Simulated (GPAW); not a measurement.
A run of GPAW 26.7.0 is set up as follows.

The input run.py:

```python
from ase import Atoms
from ase.filters import FrechetCellFilter
from ase.io import write
from ase.optimize import BFGS
from ase.units import GPa
from gpaw import GPAW, PW, setup_paths

setup_paths.insert(0, '.')

atoms = Atoms(['Cu'],
              cell=[[0.0, 1.8075, 1.8075],
                    [1.8075, 0.0, 1.8075],
                    [1.8075, 1.8075, 0.0]],
              scaled_positions=[[0.0, 0.0, 0.0]],
              pbc=True)

calc = GPAW(mode=PW(600),
            xc='PBEsol',
            kpts={'size': (13, 13, 13), 'gamma': True},
            occupations={'name': 'fermi-dirac', 'width': 0.05},
            nbands=14,
            convergence={'density': 1e-05, 'forces': 0.0001},
            maxiter=150,
            txt='gpaw.txt')
atoms.calc = calc
opt = BFGS(FrechetCellFilter(atoms, scalar_pressure=30 * GPa), trajectory='relax.traj', logfile='-')
done = opt.run(fmax=0.02, steps=60)
calc.write('gs.gpw')
write('result.traj', atoms)
print('Converged:', done)
print('Cell:', atoms.cell.cellpar().round(4))
print('Volume:', round(atoms.get_volume(), 4))
print(atoms.get_scaled_positions().round(5))
```

Potentials or basis: PAW data sets generated in the run's folder for this functional, pw.

The run is started by

```sh
$ gpaw-setup -f PBEsol Cu
$ OMP_NUM_THREADS=1 python run.py
```

Question: Predict the space group after relaxing (to 0.05 Å).

Answer: Fm-3m (No. 225).

Question: Predict the relaxed cell.

Answer: a = 2.422 Å, b = 2.422 Å, c = 2.422 Å, α = 60.00°, β = 60.00°, γ = 60.00°.

Question: Estimate the relaxed volume.

Answer: 10.05 Å³/atom.

Step by step:
| step | energy change (eV) | largest force (eV/Å) | pressure (GPa) | volume (Å³) |
| --- | --- | --- | --- | --- |
| 1 | 0.0000 | 0.0000 | -4.74 | 11.81 |
| 2 | 0.0356 | 0.0000 | 15.76 | 10.58 |
| 3 | 0.1351 | 0.0000 | 33.48 | 9.93 |
| 4 | 0.1114 | 0.0000 | 29.78 | 10.05 |

Caveat: with this Cu data set, volumes or pressures lay over 1.5 % or 2 GPa off other programs in two to four cells of ten; later steps reuse the first step's grids.
